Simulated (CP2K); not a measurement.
# ZrC under changes of volume

One of the cells (13.228 Å³/atom); the others are scaled copies at fixed shape and fractional positions:

```xyz
2
Lattice="3.3446 0.0000 0.0000 1.6723 2.8965 0.0000 1.6723 0.9655 2.7309" Properties=species:S:1:pos:R:3 pbc="T T T"
Zr    3.3446    1.9310    1.3654
C     0.0000    0.0000    0.0000
```

| Quantity | Value |
| --- | --- |
| Program | CP2K 2026.2 |
| Functional | LDA |
| Potentials or basis | GTH_POTENTIALS Zr GTH-PADE-q12, C GTH-PADE-q4; TZVP-MOLOPT-PBE-GTH basis |
| Density cutoff | 6123 eV |
| k mesh | 10 × 10 × 10 |
| Occupations | fermi-dirac, width 0.05 eV |
| Spin | no spin polarisation |

| volume (Å³/atom) | energy over the lowest point (meV/atom) | pressure (GPa) |
| --- | --- | --- |
| 12.434 | 0.00 | 0.7 |
| 12.699 | 3.06 | -4.3 |
| 12.963 | 14.03 | -8.9 |
| 13.228 | 32.11 | -12.9 |
| 13.493 | 56.59 | -16.6 |
| 13.757 | 86.80 | -19.9 |
| 14.022 | ? | ? |

Problem. What does the run at 14.022 Å³/atom give?

Solution. Energy over the lowest point 122.15 meV/atom; pressure -22.8 GPa.

Worked out: A Birch-Murnaghan fit of order 3 (a polynomial in V^(-2/3)) to the other rows has its minimum at 12.47 Å³/atom with B0 = V·E''(V) = 246 GPa and B' = 3.9. It gives 122.31 meV/atom at 14.022 Å³/atom, against the run's 122.15, and -dE/dV = -22.9 GPa, against -22.8.

Energies are extrapolated to zero smearing.

Caveats: the basis of atomic orbitals isn't converged, which shifts pressures, moduli and gaps.
